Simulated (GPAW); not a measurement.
This GPAW 26.7.0 run on MnS needs a look.

File run.py:

```python
import numpy as np
import spglib
from ase import Atoms
from ase.dft.bandgap import bandgap
from ase.io import read, write
from ase.units import Bohr, GPa
from gpaw import GPAW, PW, setup_paths
from gpaw.elf import elf_from_dft_calculation
from gpaw.hyperfine import hyperfine_parameters

setup_paths.insert(0, '.')

atoms = read('MnS.cif')
cell, positions, numbers = spglib.find_primitive(
    (atoms.cell[:], atoms.get_scaled_positions(), atoms.numbers), symprec=1e-4)
atoms = Atoms(numbers, cell=cell, scaled_positions=positions, pbc=True)
atoms.set_initial_magnetic_moments([4.0, 0.0])

calc = GPAW(mode=PW(600),
            xc='GGA_X_PW91+GGA_C_PW91',
            kpts={'size': (5, 5, 5), 'gamma': True},
            occupations={'name': 'fermi', 'width': 0.05},
            nbands=21,
            convergence={'density': 1e-05, 'energy': 1e-05},
            maxiter=60,
            txt='gpaw.txt')
atoms.calc = calc
energy = atoms.get_potential_energy()
forces = atoms.get_forces()
stress = atoms.get_stress()
calc.write('gs.gpw')
write('result.traj', atoms)
print(f'Energy: {energy:.6f} eV')
print('Forces (eV/A):')
print(forces.round(4))
print('Stress (GPa):', (stress / GPa).round(3))
print('Moments:', calc.get_magnetic_moments().round(3))
print('Fermi level:', round(calc.get_fermi_level(), 4), 'eV')
print(f'Gap: {bandgap(calc)[0]:.4f} eV, direct: {bandgap(calc, direct=True)[0]:.4f} eV')

mu_N = 3.15245125e-8  # eV/T
for core in (True, False):
    A = hyperfine_parameters(calc, exclude_core=not core)
    for a, A_vv in zip(atoms, A):
        iso = np.trace(A_vv) / 3
        dip = np.linalg.eigvalsh(A_vv - iso * np.eye(3))
        print('with core' if core else 'valence', a.symbol, f'contact field {iso / (2 * mu_N):.3f} T, dipolar',
              *(dip / (2 * mu_N)).round(3), 'T')

# fields on the real-space grid
write('density.cube', atoms, data=calc.get_pseudo_density() * Bohr**3)
write('potential.cube', atoms, data=calc.get_electrostatic_potential())
write('spin.cube', atoms, data=(calc.get_pseudo_density(spin=0) - calc.get_pseudo_density(spin=1)) * Bohr**3)
write('elf.cube', atoms, data=elf_from_dft_calculation(calc).data)
```

File MnS.cif:

```cif
data_MnS
_cell_length_a 4.94692684
_cell_length_b 4.94692684
_cell_length_c 4.94692684
_cell_angle_alpha 90.00000000
_cell_angle_beta 90.00000000
_cell_angle_gamma 90.00000000
_space_group_name_H-M_alt 'F-43m'
_space_group_name_Hall 'F -4 2 3'
_space_group_IT_number 216
loop_
_space_group_symop_operation_xyz
'x,y,z'
'y,-x,-z'
'-x,-y,z'
'-y,x,-z'
'x,-y,-z'
'y,x,z'
'-x,y,-z'
'-y,-x,z'
'z,x,y'
'-z,y,-x'
'z,-x,-y'
'-z,-y,x'
'-z,x,-y'
'z,y,x'
'-z,-x,y'
'z,-y,-x'
'y,z,x'
'-x,-z,y'
'-y,z,-x'
'x,-z,-y'
'-y,-z,x'
'x,z,y'
'y,-z,-x'
'-x,z,-y'
'x,y+1/2,z+1/2'
'y,-x+1/2,-z+1/2'
'-x,-y+1/2,z+1/2'
'-y,x+1/2,-z+1/2'
'x,-y+1/2,-z+1/2'
'y,x+1/2,z+1/2'
'-x,y+1/2,-z+1/2'
'-y,-x+1/2,z+1/2'
'z,x+1/2,y+1/2'
'-z,y+1/2,-x+1/2'
'z,-x+1/2,-y+1/2'
'-z,-y+1/2,x+1/2'
'-z,x+1/2,-y+1/2'
'z,y+1/2,x+1/2'
'-z,-x+1/2,y+1/2'
'z,-y+1/2,-x+1/2'
'y,z+1/2,x+1/2'
'-x,-z+1/2,y+1/2'
'-y,z+1/2,-x+1/2'
'x,-z+1/2,-y+1/2'
'-y,-z+1/2,x+1/2'
'x,z+1/2,y+1/2'
'y,-z+1/2,-x+1/2'
'-x,z+1/2,-y+1/2'
'x+1/2,y,z+1/2'
'y+1/2,-x,-z+1/2'
'-x+1/2,-y,z+1/2'
'-y+1/2,x,-z+1/2'
'x+1/2,-y,-z+1/2'
'y+1/2,x,z+1/2'
'-x+1/2,y,-z+1/2'
'-y+1/2,-x,z+1/2'
'z+1/2,x,y+1/2'
'-z+1/2,y,-x+1/2'
'z+1/2,-x,-y+1/2'
'-z+1/2,-y,x+1/2'
'-z+1/2,x,-y+1/2'
'z+1/2,y,x+1/2'
'-z+1/2,-x,y+1/2'
'z+1/2,-y,-x+1/2'
'y+1/2,z,x+1/2'
'-x+1/2,-z,y+1/2'
'-y+1/2,z,-x+1/2'
'x+1/2,-z,-y+1/2'
'-y+1/2,-z,x+1/2'
'x+1/2,z,y+1/2'
'y+1/2,-z,-x+1/2'
'-x+1/2,z,-y+1/2'
'x+1/2,y+1/2,z'
'y+1/2,-x+1/2,-z'
'-x+1/2,-y+1/2,z'
'-y+1/2,x+1/2,-z'
'x+1/2,-y+1/2,-z'
'y+1/2,x+1/2,z'
'-x+1/2,y+1/2,-z'
'-y+1/2,-x+1/2,z'
'z+1/2,x+1/2,y'
'-z+1/2,y+1/2,-x'
'z+1/2,-x+1/2,-y'
'-z+1/2,-y+1/2,x'
'-z+1/2,x+1/2,-y'
'z+1/2,y+1/2,x'
'-z+1/2,-x+1/2,y'
'z+1/2,-y+1/2,-x'
'y+1/2,z+1/2,x'
'-x+1/2,-z+1/2,y'
'-y+1/2,z+1/2,-x'
'x+1/2,-z+1/2,-y'
'-y+1/2,-z+1/2,x'
'x+1/2,z+1/2,y'
'y+1/2,-z+1/2,-x'
'-x+1/2,z+1/2,-y'
loop_
_atom_site_label
_atom_site_type_symbol
_atom_site_symmetry_multiplicity
_atom_site_Wyckoff_symbol
_atom_site_fract_x
_atom_site_fract_y
_atom_site_fract_z
_atom_site_occupancy
Mn1 Mn 4 a 0.0000000000 0.0000000000 0.0000000000 1
S1 S 4 c 0.2500000000 0.2500000000 0.2500000000 1
```

Potentials or basis: PAW data sets generated in the run's folder for this functional, pw.

Run with:

```console
$ gpaw-setup -f GGA_X_PW91+GGA_C_PW91 Mn S
$ OMP_NUM_THREADS=1 python run.py
```

gpaw.txt:

```text
__  _  _
 | _ |_)|_||  |
 |__||  | ||/\| - 26.7.0

Input parameters:
  mode=PW(ecut=600.0),
  convergence={'density': 1e-05, 'energy': 1e-05},
  kpts=MonkhorstPack(size=(5, 5, 5), gamma=True),
  maxiter=60,
  nbands=21,
  occupations=Occupations(name='fermi', width=0.05),
  xc=XC(name='GGA_X_PW91+GGA_C_PW91')
```

On the terminal:

```text
Traceback (most recent call last):
  File "run.py", line 28, in <module>
  File "ase/atoms.py", line 1971, in get_potential_energy
  File "new/ase_interface.py", line 292, in get_potential_energy
  File "new/ase_interface.py", line 215, in calculate_property
  File "new/ase_interface.py", line 153, in iconverge
  File "new/ase_interface.py", line 258, in create_new_calculation
  File "new/calculation.py", line 158, in from_parameters
  File "new/calculation.py", line 135, in __init__
  File "dft.py", line 994, in create_dft_calculation_components
  File "new/builder.py", line 350, in create_scf_loop
  File "new/builder.py", line 299, in create_occupation_number_calculator
  File "new/smearing.py", line 43, in __init__
  File "occupations.py", line 842, in create_occ_calc
ValueError: Unknown occupation number object name: fermi
```

**Question.** Diagnose the run.

**Answer.** The program refused the input. The input holds a flaw that was put in on purpose: smearing name that the code doesn't know (occupations = name fermi, width 0.05).
